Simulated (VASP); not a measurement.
Cu: phonon dispersion with PBE

Cu:

```
CELL_PARAMETERS angstrom
0.00000 5.42250 5.42250
5.42250 0.00000 5.42250
5.42250 5.42250 0.00000
ATOMIC_POSITIONS crystal
Cu 0.00000 0.00000 0.00000
Cu 0.00000 0.00000 0.33333
Cu 0.00000 0.00000 0.66667
Cu 0.00000 0.33333 0.00000
Cu 0.00000 0.33333 0.33333
Cu 0.00000 0.33333 0.66667
Cu 0.00000 0.66667 0.00000
Cu 0.00000 0.66667 0.33333
Cu 0.00000 0.66667 0.66667
Cu 0.33333 0.00000 0.00000
Cu 0.33333 0.00000 0.33333
Cu 0.33333 0.00000 0.66667
Cu 0.33333 0.33333 0.00000
Cu 0.33333 0.33333 0.33333
Cu 0.33333 0.33333 0.66667
Cu 0.33333 0.66667 0.00000
Cu 0.33333 0.66667 0.33333
Cu 0.33333 0.66667 0.66667
Cu 0.66667 0.00000 0.00000
Cu 0.66667 0.00000 0.33333
Cu 0.66667 0.00000 0.66667
Cu 0.66667 0.33333 0.00000
Cu 0.66667 0.33333 0.33333
Cu 0.66667 0.33333 0.66667
Cu 0.66667 0.66667 0.00000
Cu 0.66667 0.66667 0.33333
Cu 0.66667 0.66667 0.66667
```

* Program: VASP 6.6.1
* Task: phonon dispersion
* Functional: PBE
* Potentials or basis: VASP PAW PBE potentials, release 64 (Cu)
* Cutoff: 520 eV
* k mesh: 4 × 4 × 4
* Occupations: methfessel-paxton, width 0.1 eV
* Spin: no spin polarisation
* Long-range dipole term: no
* Supercell matrix: [3, 0, 0, 0, 3, 0, 0, 0, 3]
* Further INCAR settings: LREAL = Auto; ALGO = Normal; EDIFF = 1e-07; IBRION = 6; POTIM = 0.015; NSW = 1

```
Highest phonon frequency : 251 cm⁻¹
```

Phonon frequencies in cm⁻¹ (negative: imaginary):
```
              q point  frequencies
(0.000, 0.000, 0.000)        0 0 0
(0.500, 0.000, 0.500)  174 174 249
(0.500, 0.214, 0.714)  169 200 217
(0.411, 0.339, 0.750)  157 199 223
(0.161, 0.161, 0.321)   83 120 177
(0.214, 0.214, 0.214)    77 77 161
(0.536, 0.429, 0.536)  117 129 246
(0.607, 0.250, 0.643)  156 199 224
(0.500, 0.250, 0.750)  168 208 208
(0.500, 0.500, 0.500)  110 110 251
(0.393, 0.393, 0.714)  149 198 222
(0.536, 0.071, 0.536)  172 176 247
```

Phonon frequencies at the corners of the path (cm⁻¹, interpolated; i marks imaginary ones):
```tsv
point	frequencies
Γ	0 0 0
X	174 174 249
W	168 208 208
K	155 199 225
L	110 110 251
U	155 199 225
```

Wall time 19 min on 4 MPI ranks on Intel(R) Xeon(R) 6975P-C (Granite Rapids), on a shared host, peak memory 0.98 GiB a rank.
